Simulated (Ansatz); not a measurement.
**Ru in Ansatz: the effect of functional**

Crystal: Ru.

```xyz
2
Lattice="2.6506 0.0000 0.0000 -1.3253 2.2955 0.0000 0.0000 0.0000 4.1945" Properties=species:S:1:pos:R:3 pbc="T T T"
Ru    1.3253    0.7652    3.1459
Ru    0.0000    1.5303    1.0486
```

The cell isn't the ideal one: volume scaled by 0.94.

Alike in all runs:

```yaml
Program: Ansatz 0.2.0
Task: single point
Potentials_or_basis: Ansatz PAW
k_mesh: 11 × 11 × 6
Occupations: fermi-dirac, width 0.05 eV
Spin: no spin polarisation
```

```csv
functional,cutoff,pressure (GPa)
LDA,420 eV (not typed: the program's choice for these potentials),9.9
r2SCAN,500 eV (not typed: the program's choice for these potentials),21.5
PBE,420 eV (not typed: the program's choice for these potentials),?
```

What does the run with functional PBE give?

Pressure 28.5 GPa.

Caveats: the PAW data sets come from PBE, with cores solved anew for the run's functional, which leaves a small shift of forces and pressure (some runs).
